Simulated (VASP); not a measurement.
# Mo (C2/c) in VASP: further runs

The runs below take Mo through single point, with PBE.

Program: VASP 6.6.1. These are calculated values, not measurements. Logs are shortened: lines on timing, memory, paths and dates and some standing lists are left out, and cuts for length are marked.

## 1. Starting point

The structure is monoclinic, space group C2/c (No. 15). Conventional cell: a = 2.652 Å, b = 7.721 Å, c = 3.194 Å, α = 90.00°, β = 92.02°, γ = 90.00°. Around Mo (site symmetry 2) lie 8 Mo at 2.58 to 2.80 Å.

The cell was built by a generator and needn't be a form met in nature.

## 2. Single point, PBE

The input, INCAR:

```
  PREC = Accurate
  ENCUT = 520
  EDIFF = 1E-6
  ISMEAR = 0
  SIGMA = 0.1
  LREAL = F
  LASPH = T
  NELM = 100
  ALGO = Normal
  ISIF = 2
  LWAVE = F
  LCHARG = F
  GGA = PE
  NBANDS = 21
```

The input, KPOINTS:

```
Automatic mesh
0
Gamma
  8 8 6
```

The input, POSCAR:

```
Mo
1.0
    1.3259059712     -3.8602750492      0.0000000000
    1.3259059712      3.8602750492      0.0000000000
   -0.1126013422      0.0000000000      3.1924613671
Mo
2
Direct
    0.8690000000      0.1310000000      0.2500000000
    0.1310000000      0.8690000000      0.7500000000
```

Potentials or basis: VASP PAW PBE potentials, release 64 (Mo_sv).

Command:

```bash
$ cat potpaw_PBE.64/Mo_sv/POTCAR > POTCAR
$ mpirun -np 1 vasp_std > vasp.out
```

OUTCAR:

```text
PREC = Accurate
   ENCUT = 520
   EDIFF = 1E-6
   ISMEAR = 0
   LREAL = F
   LASPH = T
   NELM = 100
   ISIF = 2
   GGA = PE

 ion  position               nearest neighbor table
   1  0.869  0.131  0.250-   2 2.58   2 2.58   2 2.75   2 2.75   2 2.80   2 2.80
   2  0.131  0.869  0.750-   1 2.58   1 2.58   1 2.75   1 2.75   1 2.80   1 2.80

  LATTYP: Found a base centered monoclinic cell.
 ALAT       =     2.6518119424
 B/A-ratio  =     2.9114244396
 C/A-ratio  =     1.2046278548
 COS(beta)  =    -0.0352490928

  Lattice vectors:

 A1 = (   1.3259059712,  -3.8602750492,   0.0000000000)
 A2 = (   1.3259059712,   3.8602750492,   0.0000000000)
 A3 = (  -0.1126013422,   0.0000000000,   3.1924613671)

Analysis of symmetry for initial positions (statically):
=====================================================================
 Subroutine PRICEL returns:
 Original cell was already a primitive cell.

 Routine SETGRP: Setting up the symmetry group for a
 base centered monoclinic supercell.

 Subroutine GETGRP returns: Found  4 space group operations
 (whereof  2 operations were pure point group operations)
 out of a pool of  4 trial point group operations.

The static configuration has the point symmetry S_2 .
 The point group associated with its full space group is C_2h.

Analysis of symmetry for dynamics (positions and initial velocities):
=====================================================================
 Subroutine PRICEL returns:
 Original cell was already a primitive cell.

 Routine SETGRP: Setting up the symmetry group for a
 base centered monoclinic supercell.

 Subroutine GETGRP returns: Found  4 space group operations
 (whereof  2 operations were pure point group operations)
 out of a pool of  4 trial point group operations.

The dynamic configuration has the point symmetry S_2 .
 The point group associated with its full space group is C_2h.

 Subroutine INISYM returns: Found  4 space group operations
 (whereof  2 operations are pure point group operations),
 and found     1 'primitive' translations

----------------------------------------------------------------------------------------

                                     Primitive cell

  volume of cell :      32.6803

  direct lattice vectors                    reciprocal lattice vectors
     1.325905971 -3.860275049  0.000000000     0.377100647 -0.129524449  0.013300721
     1.325905971  3.860275049  0.000000000     0.377100647  0.129524449  0.013300721
    -0.112601342  0.000000000  3.192461367     0.000000000  0.000000000  0.313237933

  length of vectors
     4.081635714  4.081635714  3.194446532     0.398946601  0.398946601  0.313237933

  position of ions in fractional coordinates (direct lattice)
     0.869000000  0.131000000  0.250000000
     0.131000000  0.869000000  0.750000000

  ion indices of the primitive-cell ions
   primitive index   ion index
                 1           1
                 2           2

----------------------------------------------------------------------------------------

 KPOINTS: Automatic mesh

Automatic generation of k-mesh.
 Grid dimensions read from file:
 generate k-points for:    8    8    6

 Generating k-lattice:

  Cartesian coordinates                     Fractional coordinates (reciprocal lattice)
     0.047137581 -0.016190556  0.001662590     0.125000000  0.000000000  0.000000000
     0.047137581  0.016190556  0.001662590     0.000000000  0.125000000  0.000000000
     0.000000000  0.000000000  0.052206322     0.000000000  0.000000000  0.166666667

  Length of vectors
     0.049868325  0.049868325  0.052206322

  Shift w.r.t. Gamma in fractional coordinates (k-lattice)
     0.000000000  0.000000000  0.000000000

 Subroutine IBZKPT returns following result:
 ===========================================

 Found    114 irreducible k-points:

 Following reciprocal coordinates:
            Coordinates               Weight
  0.000000  0.000000  0.000000      1.000000
  0.125000  0.000000  0.000000      4.000000
  0.250000  0.000000  0.000000      4.000000
  0.375000  0.000000  0.000000      4.000000
  0.500000  0.000000  0.000000      2.000000
  0.125000  0.125000  0.000000      2.000000
[... 16 lines left out ...]
  0.125000  0.000000  0.166667      4.000000
  0.250000  0.000000  0.166667      4.000000
 [... further k-points ...]
   k-points           NKPTS =    114   k-points in BZ     NKDIM =    114   number of bands    NBANDS=     21
   number of dos      NEDOS =    301   number of ions     NIONS =      2
   total plane-waves  NPLWV =  21600
   dimension x,y,z NGX =    30 NGY =   30 NGZ =   24
   dimension x,y,z NGXF=    60 NGYF=   60 NGZF=   48
   ions per type =               2
   NGX,Y,Z   is equivalent  to a cutoff of  12.22, 12.22, 12.49 a.u.
   NGXF,Y,Z  is equivalent  to a cutoff of  24.44, 24.44, 24.98 a.u.
 SYSTEM =  unknown system
   PREC   = accura    normal or accurate (medium, high low for compatibility)
   ISTART =      0    job   : 0-new  1-cont  2-samecut
   ICHARG =      2    charge: 1-file 2-atom 10-const
   ISPIN  =      1    spin polarized calculation?
   LNONCOLLINEAR =      F non collinear calculations
   LSORBIT =      F    spin-orbit coupling
   LASPH  =      T    aspherical Exc in radial PAW
   ENCUT  =  520.0 eV  38.22 Ry    6.18 a.u.   7.59  7.59  5.94*2*pi/ulx,y,z
   NELM   =    100;   NELMIN=  2; NELMDL= -5     # of ELM steps
   EDIFF  = 0.1E-05   stopping-criterion for ELM
   LREAL  =      F    real-space projection
   EDIFFG = 0.1E-04   stopping-criterion for IOM
   NSW    =      0    number of steps for IOM
   IBRION =     -1    ionic relax: 0-MD 1-quasi-New 2-CG
   NFREE  =      0    steps in history (QN), initial steepest desc. (CG)
   ISIF   =      2    stress and relaxation
   ISYM   =      2    0-nonsym 1-usesym 2-fastsym
   POTIM  = 0.5000    time-step for ionic-motion
   TEBEG  =    0.0;   TEEND  =   0.0 temperature during run
   PSTRESS=    0.0 pullay stress
   NELECT =      28.0000    total number of electrons
   NUPDOWN=      -1.0000    fix difference up-down
   EMIN   =  10.00;   EMAX   =-10.00  energy-range for DOS
   EFERMI =   0.00;   METHOD = LEGACY
   ISMEAR =     0;   SIGMA  =   0.10  broadening in eV -4-tet -1-fermi 0-gaus
   EFERMI_NEDOS =   21; number of points for ismear=-14 and -15
   IALGO  =     38    algorithm
   IMIX   =      4    mixing-type and parameters
     AMIX     =   0.40;   BMIX     =  1.00
     AMIX_MAG =   1.60;   BMIX_MAG =  1.00
  volume/ion in A,a.u.               =      16.34       110.27
  Fermi-wavevector in a.u.,A,eV,Ry     =   1.554886  2.938309 32.894416  2.417671
  Thomas-Fermi vector in A             =   2.658907
   LORBIT       =      0    0 simple, 1 ext, 2 COOP (PROOUT), +10 PAW based schemes
   GGA     = PE    functional components
   LHFCALC =     F    Hartree Fock is set to
   AEXX    =    0.0000 exact exchange contribution
   IVDW    =     0    specifies the selected vdW correction
   LEPSILON=     F    determine dielectric tensor
   LRPA    =     F    only Hartree local field effects (RPA)
 non-spin polarized calculation
 Gauss-broadening in eV      SIGMA  =   0.10
  energy-cutoff  :      520.00
  volume of cell :       32.68
 maximum number of plane-waves:       895
   NGX = 15   NGY = 15   NGZ = 11

 number of electron      28.0000003 magnetization

 Free energy of the ion-electron system (eV)
  ---------------------------------------------------
  ext. energy  EPLUGINS =         0.00000000
  ---------------------------------------------------
  free energy    TOTEN  =       -20.33450788 eV

  energy without entropy =      -20.32164846  energy(sigma->0) =      -20.32807817

 E-fermi :  11.7805     XC(G=0): -13.0518

 val. band max:       11.7414704261   @ k =  -0.3750   0.1250   0.1667
 cond. band min:      11.7822740990   @ k =  -0.2500   0.1250   0.3333
 fundamental gap:      0.0408036730
 Fermi energy:        11.7804726286

 k-point     1 :       0.0000    0.0000    0.0000
  band No.  band energies     occupation
      1     -49.2745      2.00000
      2     -48.8690      2.00000
      3     -23.9339      2.00000
      4     -23.5427      2.00000
      5     -22.6396      2.00000
      6     -22.5807      2.00000
[... 13 lines left out ...]
     20      16.9690      0.00000
     21      20.7571      0.00000

 k-point     2 :       0.1250    0.0000    0.0000
  band No.  band energies     occupation
      1     -49.2410      2.00000
      2     -48.8577      2.00000
      3     -23.8861      2.00000
      4     -23.4997      2.00000
      5     -22.7996      2.00000
      6     -22.6700      2.00000
[... 13 lines left out ...]
     20      18.0635      0.00000
     21      22.3903      0.00000

 k-point     3 :       0.2500    0.0000    0.0000
  band No.  band energies     occupation
      1     -49.1565      2.00000
      2     -48.8332      2.00000
      3     -23.7863      2.00000
      4     -23.3891      2.00000
      5     -23.2702      2.00000
      6     -23.0431      2.00000
[... 13 lines left out ...]
     20      19.5542      0.00000
     21      24.2560      0.00000

 k-point     4 :       0.3750    0.0000    0.0000
  band No.  band energies     occupation
      1     -49.0638      2.00000
      2     -48.8154      2.00000
      3     -23.8011      2.00000
      4     -23.7119      2.00000
      5     -23.2875      2.00000
      6     -23.2355      2.00000
[... 13 lines left out ...]
     20      19.7661      0.00000
     21      21.7067      0.00000

 k-point     5 :       0.5000    0.0000    0.0000
  band No.  band energies     occupation
      1     -49.0212      2.00000
      2     -48.8118      2.00000
      3     -23.9198      2.00000
      4     -23.8483      2.00000
      5     -23.2817      2.00000
      6     -23.1813      2.00000
[... 13 lines left out ...]
     20      18.8852      0.00000
     21      20.7107      0.00000

 k-point     6 :       0.1250    0.1250    0.0000
  band No.  band energies     occupation
      1     -49.1688      2.00000
      2     -48.8204      2.00000
      3     -23.8266      2.00000
      4     -23.4150      2.00000
      5     -23.2007      2.00000
      6     -23.1127      2.00000
[... 13 lines left out ...]
     20      20.5693      0.00000
     21      24.1667      0.00000

 k-point     7 :       0.2500    0.1250    0.0000
  band No.  band energies     occupation
      1     -49.0795      2.00000
      2     -48.7992      2.00000
      3     -23.8719      2.00000
      4     -23.6044      2.00000
      5     -23.3541      2.00000
      6     -23.2930      2.00000
[... 13 lines left out ...]
     20      21.0302      0.00000
     21      21.8537      0.00000
[... 291 lines left out ...]
      1     -49.1523      2.00000
      2     -48.9953      2.00000
      3     -23.5239      2.00000
      4     -23.2789      2.00000
      5     -22.9303      2.00000
      6     -22.9028      2.00000
[... 13 lines left out ...]
     20      15.7521      0.00000
     21      25.0906      0.00000

 k-point    21 :       0.5000    0.5000    0.0000
  band No.  band energies     occupation
      1     -49.0872      2.00000
      2     -49.0612      2.00000
      3     -23.3468      2.00000
      4     -23.1359      2.00000
      5     -23.0913      2.00000
      6     -23.0775      2.00000
[... 13 lines left out ...]
     20      16.0209      0.00000
     21      25.9903      0.00000

 k-point    22 :       0.0000    0.0000    0.1667
  band No.  band energies     occupation
      1     -49.2437      2.00000
      2     -48.8922      2.00000
      3     -23.8379      2.00000
      4     -23.5430      2.00000
      5     -22.7619      2.00000
      6     -22.5764      2.00000
[... 13 lines left out ...]
     20      19.2655      0.00000
     21      19.6432      0.00000

 k-point    23 :       0.1250    0.0000    0.1667
  band No.  band energies     occupation
      1     -49.2096      2.00000
      2     -48.8814      2.00000
      3     -23.8050      2.00000
      4     -23.4864      2.00000
      5     -22.8381      2.00000
      6     -22.7620      2.00000
[... 13 lines left out ...]
     20      20.1306      0.00000
     21      20.8550      0.00000

 k-point    24 :       0.2500    0.0000    0.1667
  band No.  band energies     occupation
      1     -49.1275      2.00000
      2     -48.8541      2.00000
      3     -23.7389      2.00000
      4     -23.4118      2.00000
      5     -23.2243      2.00000
      6     -23.0610      2.00000
[... 13 lines left out ...]
     20      21.1184      0.00000
     21      22.9300      0.00000

 [... further k-points ...]

------------------------ aborting loop because EDIFF is reached ----------------------------------------

  FORCE on cell =-STRESS in cart. coord.  units (eV):
  Direction    XX          YY          ZZ          XY          YZ          ZX
  --------------------------------------------------------------------------------------
  -------------------------------------------------------------------------------------
  Total        0.6088149      3.2052273      0.0772229      0.0000000      0.0000000     -0.2034905
  in kB       29.8475887    157.1385703      3.7859074      0.0000000      0.0000000     -9.9762688
  external PRESSURE =      63.5906888 kB  Pullay stress =       0.0000000 kB

 VOLUME and BASIS-vectors are now :
 -----------------------------------------------------------------------------
  energy-cutoff  :      520.00
  volume of cell :       32.68
      direct lattice vectors                 reciprocal lattice vectors
     1.325905971 -3.860275049  0.000000000     0.377100647 -0.129524449  0.013300721
     1.325905971  3.860275049  0.000000000     0.377100647  0.129524449  0.013300721
    -0.112601342  0.000000000  3.192461367     0.000000000  0.000000000  0.313237933

 POSITION                                       TOTAL-FORCE (eV/Angst)
 -----------------------------------------------------------------------------------
      1.29776     -2.84888      0.79812         0.000000     -0.123602     -0.000000
      1.24145      2.84888      2.39435        -0.000000      0.123602      0.000000
 -----------------------------------------------------------------------------------
    total drift:                                0.000000      0.000000     -0.000000

  FREE ENERGIE OF THE ION-ELECTRON SYSTEM (eV)
  ---------------------------------------------------
  free  energy   TOTEN  =       -20.3345078809 eV

  energy  without entropy=      -20.3216484638  energy(sigma->0) =      -20.32807817
```

Wall time 26 s (1 thread of Intel Xeon 6975P-C (Granite Rapids), shared host); peak memory 0.19 GiB.

What came out:

| Quantity | Value |
| --- | --- |
| Free energy | -20.3345 eV |
| Pressure | 6.4 GPa |
| Largest force | 0.124 eV/Å |
| Band gap on the k mesh | none (metal or under the smearing width) |

Forces in eV/Å, atoms in the order of the input:
```
Mo   0.000 -0.124  0.000
Mo   0.000  0.124  0.000
```

Levels at points of the mesh, in eV from the Fermi level:
```
           k point  band 12  band 13  band 14  band 15  band 16  band 17
(0.00, 0.00, 0.00)    -3.19    -2.68     1.61     1.90     2.21     2.72
(0.50, 0.00, 0.00)    -2.31    -2.06    -0.12     0.67     0.84     1.19
(0.50, 0.50, 0.00)    -2.03    -0.72    -0.24     0.07     0.44     0.86
(0.00, 0.00, 0.50)    -2.94    -0.71    -0.71    -0.05    -0.05     3.24
(0.50, 0.00, 0.50)    -3.12     0.32     0.46     1.98     2.09     3.54
(0.50, 0.50, 0.50)    -2.55     0.48     0.48     1.38     1.38     1.98
```

(Part 1 of 2 ends here.)
